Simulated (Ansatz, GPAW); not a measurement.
**One calculation of W, 3 ways**

```
W
1.0
    -1.58234    1.58234    1.58234
     1.58234   -1.58234    1.58234
     1.58234    1.58234   -1.58234
W
1
Direct
  0.00000 0.00000 0.00000
```

Alike in all runs: task single point; functional PBE; k mesh 12 × 12 × 12; occupations gaussian, width 0.022 eV; no spin polarisation; no spin-orbit coupling. Pressure is positive in compression and, in plane waves, holds the error of the finite cutoff, which Ansatz's Pulay term estimates and takes out.

```tsv
program and potentials	plane-wave cutoff (eV)	notes	band gap (eV)	pressure (GPa)
Ansatz, Ansatz PAW	420	Pulay term of +0.08 GPa included	no gap	6.03
GPAW, GPAW PAW data sets (gpaw-data 1.2.1)	600	-	no gap	5.82
Ansatz, all-electron LAPW, scalar-relativistic	-	-	no gap	6.11
```

None finds a gap. The pressure spans 5.82 (GPAW, GPAW PAW data sets (gpaw-data 1.2.1)) to 6.11 GPa (Ansatz, all-electron LAPW, scalar-relativistic), with all-electron results at 6.11.

The functional is the same throughout but for its coding, so the spread measures potentials, basis and numerics; runs on potential files found faulty are left out.

All three calculations put tungsten under compression at this cell, so the PBE equilibrium volume is larger than the one used. The cell lies close to the measured lattice parameter of bcc tungsten, and the sign fits the known tendency of PBE to overestimate slightly the bond lengths of 5d metals. The size of the pressure owes much to the stiffness of the metal: with the d band about half full, bonding states are largely occupied and antibonding ones largely empty, so cohesion is near its strongest and even a small error in length costs a large stress.

For the same reason, the spread between the codes probably corresponds to a very small difference in equilibrium lattice parameter. Both PAW results fall below the all-electron value, GPAW further than Ansatz, which may reflect the data sets or what remains of the basis error. The missing gap is as expected for a metal with a partly filled d band. A single volume gives neither the equilibrium lattice parameter nor the bulk modulus.
